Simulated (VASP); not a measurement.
Set up this calculation in VASP 6.6.1, as the native input.

```yaml
Task: single point
Functional: PBE
Potentials_or_basis: VASP PAW PBE potentials, release 64 (Li_sv, S)
Cutoff: 520 eV
k_mesh: 4 × 4 × 4
Occupations: gaussian, width 0.1 eV
Spin: no spin polarisation
Dipole_correction: no
Further_INCAR_settings: ALGO = Normal; EDIFF = 1e-07; NBANDS = 24
```

The structure of Li7S lies in POSCAR:

```
Li7S
1.0
    0.0000000000      4.0856205100      4.0856205100
    4.0856205100      0.0000000000      4.0856205100
    4.0856205100      4.0856205100      0.0000000000
Li S
7 1
Direct
    0.5000000000      0.5000000000      0.5000000000
    0.0000000000      0.0000000000      0.5000000000
    0.5000000000      0.0000000000      0.5000000000
    0.0000000000      0.5000000000      0.5000000000
    0.5000000000      0.5000000000      0.0000000000
    0.0000000000      0.5000000000      0.0000000000
    0.5000000000      0.0000000000      0.0000000000
    0.0000000000      0.0000000000      0.0000000000
```

The cell was built by a generator and needn't be a form met in nature.

The cell isn't the ideal one: species swapped into the Mg7Sc type (Fm-3m, No. 225).

The input as run:

INCAR

```
SYSTEM = Li7S
  ALGO = Normal
  EDIFF = 1E-7
  ENCUT = 520
  GGA = PE
  ISIF = 2
  ISMEAR = 0
  LASPH = .True.
  LCHARG = .False.
  LREAL = .False.
  LWAVE = .False.
  NBANDS = 24
  NELM = 100
  PREC = Accurate
  SIGMA = 0.1
```

KPOINTS

```
k-points
0
Gamma
  4 4 4
  0 0 0
```

Potentials or basis: VASP PAW PBE potentials, release 64 (Li_sv, S).

The run is started by

```console
$ cat potpaw_PBE.64/Li_sv/POTCAR potpaw_PBE.64/S/POTCAR > POTCAR
$ mpirun -np 1 vasp_std > vasp.out
```

It gave:

The band gap on the k mesh is none (metal or under the smearing width).

Wall time 18 s on 1 thread of Intel(R) Xeon(R) 6975P-C (Granite Rapids), on a shared host, peak memory 0.31 GiB.
